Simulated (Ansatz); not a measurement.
Na₂S, space group Fm-3m, a convergence test of the k-point mesh

Computed with Ansatz 0.2.0 through its Python package.

Notebook, run cell by cell (the value of a cell's last expression is shown):

**Cell 1**
```python
import warnings

import ansatz as az
from ase import Atoms
from tabulate import tabulate
```

**Cell 2**
```python
warnings.simplefilter("ignore", az.DeckWarning)
```

**Cell 3**
```python
atoms = Atoms(
    ["Na", "Na", "S"],
    scaled_positions=[
        (0.25, 0.25, 0.25),
        (0.75, 0.75, 0.75),
        (0.0, 0.0, 0.0),
    ],
    cell=[
        (0.0, 3.2735, 3.2735),
        (3.2735, 0.0, 3.2735),
        (3.2735, 3.2735, 0.0),
    ],
    pbc=True,
)
system = az.Crystal.from_ase(atoms)
```

**Cell 4**
```python
[site.symbol for site in system.resolved().sites]
```
Output:
```text
['Na', 'Na', 'S']
```

**Cell 5**
```python
setup = (
    system.calculation()
    .functional("pbe")
    .pseudopotentials("paw")
    .occupations(az.OccupationsMethod.FIXED)
    .band_table()
)

rows = []
for value in [(2, 2, 2), (4, 4, 4), (6, 6, 6), (8, 8, 8)]:
    report = setup.kpoints(*value).run().report
    rows.append((value, report["free_energy_ev"] / len(report["lattice"]["sites"]), report["n_iterations"], report["gap_by_band_count_ev"], report["n_kpoints"]))
```

**Cell 6**
```python
print(tabulate(rows, headers=["mesh", "F/atom (eV)", "iterations", "gap by band count (eV)", "k-points"], floatfmt=".4f", tablefmt="grid"))
```
Output:
```text
+-----------+---------------+--------------+--------------------------+------------+
| mesh      |   F/atom (eV) |   iterations |   gap by band count (eV) |   k-points |
+===========+===============+==============+==========================+============+
| (2, 2, 2) |    -1292.6099 |            6 |                   2.3916 |          3 |
+-----------+---------------+--------------+--------------------------+------------+
| (4, 4, 4) |    -1292.7129 |            8 |                   2.4766 |          8 |
+-----------+---------------+--------------+--------------------------+------------+
| (6, 6, 6) |    -1292.7141 |            7 |                   2.4788 |         16 |
+-----------+---------------+--------------+--------------------------+------------+
| (8, 8, 8) |    -1292.7141 |            8 |                   2.4788 |         29 |
+-----------+---------------+--------------+--------------------------+------------+
```

**Cell 7**
```python
# the last row is the reference
for row in rows[:-1]:
    shift = 1000 * (row[1] - rows[-1][1])
    print(f"{row[0]}: {shift:+.2f} meV/atom" + ("  (within 2 meV)" if abs(shift) < 2 else ""))
```
Output:
```text
(2, 2, 2): +104.27 meV/atom
(4, 4, 4): +1.23 meV/atom  (within 2 meV)
(6, 6, 6): +0.03 meV/atom  (within 2 meV)
```

From 4×4×4 on it stays within 2 meV an atom of the value at 8×8×8; the first row (2×2×2) is off by 104.3 meV and the last but one by 0.03 meV.

Reading the output:
- Semilocal gaps usually lie well under measured ones.
- The structure is a deposited one; some such entries were measured under pressure or heat, so a shift against it needn't be the functional's error alone.
- Gaps and levels are Kohn-Sham values on a finite set of k-points.
- Shifts are counted from the finest mesh, which is itself no proven limit.
- It ran for 4.1 s on 1 thread of Intel(R) Xeon(R) Processor @ 2.30GHz, on a shared host, peak memory 0.5 GiB.
